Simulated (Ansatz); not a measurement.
**Relaxing Br**

The calculation used DFT PBE, scalar-relativistic, plane waves, PAW (Ansatz). Cutoff 420 eV, Γ-centred k mesh, Gaussian smearing, no spin polarisation in the final step.

The start puts Br on the beta-tungsten (A15) structure type (Pm-3n, No. 223), at a guessed volume.

```
CELL_PARAMETERS angstrom
6.35643 0.00000 0.00000
0.00000 6.35643 0.00000
0.00000 0.00000 6.35643
ATOMIC_POSITIONS crystal
Br 0.50000 0.50000 0.50000
Br 0.00000 0.00000 0.00000
Br 0.25000 0.00000 0.50000
Br 0.50000 0.25000 0.00000
Br 0.50000 0.75000 0.00000
Br 0.75000 0.00000 0.50000
Br 0.00000 0.50000 0.75000
Br 0.00000 0.50000 0.25000
```

Cell and atoms relax at zero pressure; the relaxation can't lower the symmetry of the start.

Energies count from the standard state of Br at the same level.

Which crystal results?

It keeps Pm-3n (No. 223). The result has the beta-tungsten (A15) structure. Conventional cell: a = 5.963 Å. Around Br on Wyckoff site a (2 atoms of the primitive cell) lie 12 Br at 3.33 Å; around Br on Wyckoff site c (6 atoms of the primitive cell) lie 2 Br at 2.98 Å, 4 Br at 3.33 Å and 8 Br at 3.65 Å.

```
Br
1.0
     5.96303    0.00000    0.00000
     0.00000    5.96303    0.00000
     0.00000    0.00000    5.96303
Br
8
Cartesian
  2.9815 2.9815 2.9815
  0.0000 0.0000 0.0000
  1.4908 0.0000 2.9815
  2.9815 1.4908 0.0000
  2.9815 4.4723 0.0000
  4.4723 0.0000 2.9815
  0.0000 2.9815 4.4723
  0.0000 2.9815 1.4908
```

What are its volume, energy, density and gap?

The volume per atom is 26.50 Å³ and the density is 5.01 g/cm³. The energy over the standard structure is 0.58 eV/atom and the gap on the 6×6×6 mesh is 0 eV (a metal).

The final run used a 6×6×6 mesh on its 8-atom cell and 0.10 eV smearing. The k mesh leaves about 4 meV/atom of noise in metals. Symmetry constrained the relaxation, so the result can be a saddle point. The steps took roughly 110 core-seconds in all.

This form isn't the element's structure at ambient conditions.